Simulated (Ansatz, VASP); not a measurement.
# Fe: VASP beside Ansatz

```
Fe
1.0
    -1.41631    1.41631    1.41631
     1.41631   -1.41631    1.41631
     1.41631    1.41631   -1.41631
Fe
1
Direct
  0.00000 0.00000 0.00000
```

Alike in both runs: task single point; functional PBE; k mesh 15 × 15 × 15; occupations fermi-dirac, width 0.1 eV; collinear spin.

```csv
,VASP,Ansatz
version,VASP 6.6.1,Ansatz 0.2.0
potentials or method,"VASP PAW PBE potentials, release 64 (Fe)","plane waves (420 eV) with PAW, scalar-relativistic"
plane-wave cutoff (eV),520,420
valence electrons in the cell,8,16
```

|  | VASP | Ansatz | Ansatz less VASP |
| --- | --- | --- | --- |
| pressure (GPa) | 0.0 | 0.0 | -0.01 |
| net moment per atom (μB) | 2.19 | 2.17 | -0.019 |
| size of the moment on the site where the two differ most (μB) | 2.19 | 2.22 | +0.032 |

Site moments also hang on the region over which each program counts them. The functional is the same, so the differences come from potentials, cutoffs and numerics. The two sets of potentials don't hold the same shells in valence.
